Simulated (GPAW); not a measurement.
Consider Si (diamond-type (Si)1-x(Ge)x, x = 0, Fd-3m).

```xyz
16
Lattice="0.0000 5.4310 5.4310 5.4310 0.0000 5.4310 5.4310 5.4310 0.0000" Properties=species:S:1:pos:R:3 pbc="T T T"
Si    0.0000    0.0000    0.0000
Si    1.3578    1.3578    1.3578
Si    2.7155    2.7155    0.0000
Si    4.0732    4.0732    1.3578
Si    2.7155    0.0000    2.7155
Si    4.0732    1.3578    4.0732
Si    5.4310    2.7155    2.7155
Si    6.7888    4.0732    4.0732
Si    0.0000    2.7155    2.7155
Si    1.3578    4.0732    4.0732
Si    2.7155    5.4310    2.7155
Si    4.0732    6.7888    4.0732
Si    8.1465    8.1465    5.4310
Si    4.0732    4.0732    6.7888
Si    5.4310    5.4310    5.4310
Si    6.7888    6.7888    6.7888
```

Absorber: atom 1, with 4 Si at 2.35 Å (tetrahedral). Method: GPAW, PBE, excited-electron core hole (neutral cell), 16-atom cell with 7.7 Å between holes, 4×4×4 k points, dipole transitions, Gaussian full width 0.9 eV up to 4 eV, rising linearly to 3.5 eV at 25 eV.

Q: Predict the near-edge structure at the Si K edge.

Main maxima up to 24 eV above the zero (height): 1.7 eV (1.33), 3.6 eV (1.69), 7.0 eV (1.37), 9.7 eV (1.20), 13.1 eV (1.14) and 17.6 eV (0.90). A K edge sees empty p states on the absorber. The total-energy difference is 1851.57 eV. One term is added: -14.97 eV, since the hole is spin-paired here and a spin-polarised one costs that much less in the free atom (computed apart). The photon energy is then 1836.60 eV. The tabulated edge of the element is 1839 eV. The functional leaves an error of a few eV in such absolute values.

The Si K spectrum (energy from the bottom of the conduction band, which holds the excited electron; intensity scaled to a mean of 1 over the first 20 eV):

```
E (eV)  intensity
 -2.00       0.00
 -1.25       0.00
 -0.50       0.01
  0.25       0.28
  1.00       0.92
  1.75       1.33
  2.50       1.21
  3.25       1.60
  4.00       1.58
  4.75       1.03
  5.50       0.85
  6.25       0.90
  7.00       1.37
  7.75       0.91
  8.50       0.77
  9.25       1.11
 10.00       1.15
 10.75       0.94
 11.50       0.93
 12.25       1.06
 13.00       1.14
 13.75       1.09
 14.50       0.93
 15.25       0.77
 16.00       0.76
 16.75       0.84
 17.50       0.90
 18.25       0.86
 19.00       0.79
 19.75       0.75
 20.50       0.74
 21.25       0.70
 22.00       0.64
 22.75       0.60
 23.50       0.61
 24.25       0.69
 25.00       0.79
```

The mesh is coarse (0.25 Å⁻¹ between points), so small maxima may be mesh ripples.

[Banner, clock and machine lines of the logs are left out without a mark of their own.]

[Logs are printed without paths, hosts, clocks, repeated set-up lines and the standing remarks that a program may print on its own settings, such as how far it seeks lower states.]

[Hosts, paths, dates, database ids (printed as entryN), source tags and the programs' standing remarks are cut or masked in the printed files.]

[Lists of maxima count a maximum above −3 eV only where it reaches 4 % of the highest in the window and stands out from its surroundings by 2 % of it (1.5 % where it reaches 55 %); shoulders and weaker maxima are passed over, and of the rest the first, up to two pre-edge ones and the few strongest are named.]
